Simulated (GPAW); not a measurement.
Runs of GPAW 26.7.0 on Ni. It takes space group Fm-3m (No. 225, cubic). The conventional cell has a = 3.475 Å, b = 3.475 Å, c = 3.475 Å, α = 90.00°, β = 90.00°, γ = 90.00°. Ni (site symmetry m-3m) has 12 Ni at 2.46 Å as nearest neighbours. 

```tsv
task	level	potentials or basis	cell	k mesh	smearing	band path	band points	eigensolver	optimizer	fmax	gap on the mesh (eV)	pressure (GPa)	moment (μB)
single point	RPBE	the program's PAW data sets (release 1.2.1) made for this functional, pw	as given	13 × 13 × 13	gaussian 0.02 eV	-	-	-	-	-	none	17.0	0.64
single point	PBE	GPAW PAW data sets (gpaw-data 1.2.1), pw	as given	13 × 13 × 13	gaussian 0.011 eV	-	-	-	-	-	none	10.5	0.64
band structure	RPBE	the program's PAW data sets (release 1.2.1) made for this functional, pw	as given	13 × 13 × 13	fermi-dirac 0.05 eV	GXWKGLUWLK,UX	60	-	-	-	-	17.1	(a)
relaxation of cell and atoms	BLYP+D4	PAW data sets generated in the run's folder for this functional, pw	relaxed	13 × 13 × 13	fermi-dirac 0.05 eV	-	-	davidson	BFGS	0.01 eV/Å	none	0.1	(b)
```

Alike in all rows: spin collinear, ferromagnetic start; cutoff (eV) 600.

**Question.** Fill in the values left out.

**Answer.** (a) 0.63; (b) 0.62.

Caveats: the stock nickel data set gives pressures a few GPa off other programs; so large a pressure means that the cell lies far from this level's equilibrium, or that cutoff or potentials fall short (some runs); each step starts from the last one's moments, so a moment once lost doesn't come back (some runs); later steps reuse the first step's grids (some runs); pairwise dispersion overbinds metals, which lowers pressure and volume (some runs).

A k mesh can miss the band edges.

A gap of «none» marks a metal or a gap under the smearing width.

Not every run made on this cell is shown here.
